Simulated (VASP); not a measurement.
Input of a VASP 6.6.1 run:

Contents of INCAR:

```
PREC = Accurate ; ENCUT = 600
EDIFF = 1E-7 ; ISMEAR = 1
SIGMA = 0.1 ; LREAL = F
LASPH = T ; NELM = 80
ALGO = Normal ; ISIF = 3
LWAVE = F ; LCHARG = F
GGA = PS ; IBRION = 2
NSW = 90 ; EDIFFG = -0.005
KPAR = 2
```

Contents of KPOINTS:

```
regular mesh
0
Gamma
  12 12 12
```

The input POSCAR:

```
Ca                                      
1.0
   -0.0000000000      2.7290596724      2.7290596724
    2.7290596724     -0.0000000000      2.7290596724
    2.7290596724      2.7290596724     -0.0000000000
  Ca            
     1
Direct
     0.0000000000000000    0.0000000000000000    0.0000000000000000
```

Potentials or basis: VASP PAW PBE potentials, release 64 (Ca_sv).

Launch:

```sh
$ cat potpaw_PBE.64/Ca_sv/POTCAR > POTCAR
$ mpirun -np 2 vasp_std > vasp.out
```

Task: Estimate the band gap on the k mesh.

Result: None (metal or under the smearing width).

Final structure:
```
Ca
1.0
     0.00000    2.72906    2.72906
     2.72906    0.00000    2.72906
     2.72906    2.72906    0.00000
Ca
1
Direct
  0.00000 0.00000 0.00000
```

Caveat: the relaxation stopped at its first step, so nothing moved.
